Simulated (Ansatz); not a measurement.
# AgCl: band gap against volume per atom

All results are calculated (Ansatz 0.2.0). Periodic Kohn-Sham DFT of a crystal at fixed atoms; Kohn-Sham levels at symmetry points; band -1 is the highest filled and +1 the lowest empty one at that point, spin up along a +z start moment.

Cell of the first row (space group Fm-3m, No. 225):
```
AgCl
1.0
      0.0000     2.7165     2.7165
      2.7165     0.0000     2.7165
      2.7165     2.7165     0.0000
Ag Cl
1 1
Direct
  0.50000 0.50000 0.50000
  0.00000 0.00000 0.00000
```

Settings of every row: method all-electron LAPW; functional PBE; relativity scalar; k mesh 8x8x8; filling fermi-dirac; smearing width 0.02 eV; basis error target 0.5 meV/atom; nucleus gaussian.

Atom start moment: 0 on all atoms.

Limits: semilocal functionals tend to give too small a gap.

```
row  volume per atom (Å³)  band gap (eV)  smallest direct gap on path (eV)
  1                20.047          0.907                              3.24
  2                20.473          0.907                             3.168
  3                  20.9          0.909                             3.101
  4                21.113          0.911                             3.069
  5                21.327          0.913                             2.992
  6                 21.54              ?                                 ?
  7                21.753          0.919                             2.982
  8                 22.18          0.926                             2.929
  9                22.606          0.935                             2.879
```

Question: what band gap should row 6 give?

Worked fit of band gap. Take t = volume per atom − 21, in Å³. The shown rows have t = -0.953, -0.527, -0.1, 0.113, 0.327, 0.753, 1.18, 1.606. Least squares give band gap = 0.91 + 0.0079 × t + 0.00483 × t² eV; a straight line predicts inner rows, each left out in turn, worse (root mean square 0.0025 against 0.00024 eV). All shown rows lie on it to the printed digit. The withheld row has t = 0.54, so the fit gives 0.91 + 0.0079 × (0.54) + 0.00483 × (0.54)² = 0.916 eV.

The calculation gave 0.916 eV. The fit meets it to the printed digit.

The other values of row 6: smallest direct gap on path 3.01 eV.
